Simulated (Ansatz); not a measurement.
Pd:

```
CELL_PARAMETERS angstrom
0.00000 1.94650 1.94650
1.94650 0.00000 1.94650
1.94650 1.94650 0.00000
ATOMIC_POSITIONS crystal
Pd 0.00000 0.00000 0.00000
```

Base run:

```yaml
Program: Ansatz 0.2.0
Functional: PBE
Potentials_or_basis: all-electron LAPW, scalar-relativistic
Cutoff: 266 eV (chosen from the basis error)
Basis_error_allowed: 0.001 eV/atom
k_mesh: 12 × 12 × 12
Occupations: gaussian, width 0.021 eV
Spin: no spin polarisation
```

Its results: pressure 6.8 GPa.

Task: After a change of settings the same cell gave: pressure 11.6 GPa. Which change was it?
A. functional from PBE to LDA; occupations from gaussian, width 0.021 eV to gaussian, width 0.1 eV
B. occupations from gaussian, width 0.021 eV to gaussian, width 0.1 eV
C. functional from PBE to RPBE; occupations from gaussian, width 0.021 eV to fermi-dirac, width 0.05 eV

Result: C.
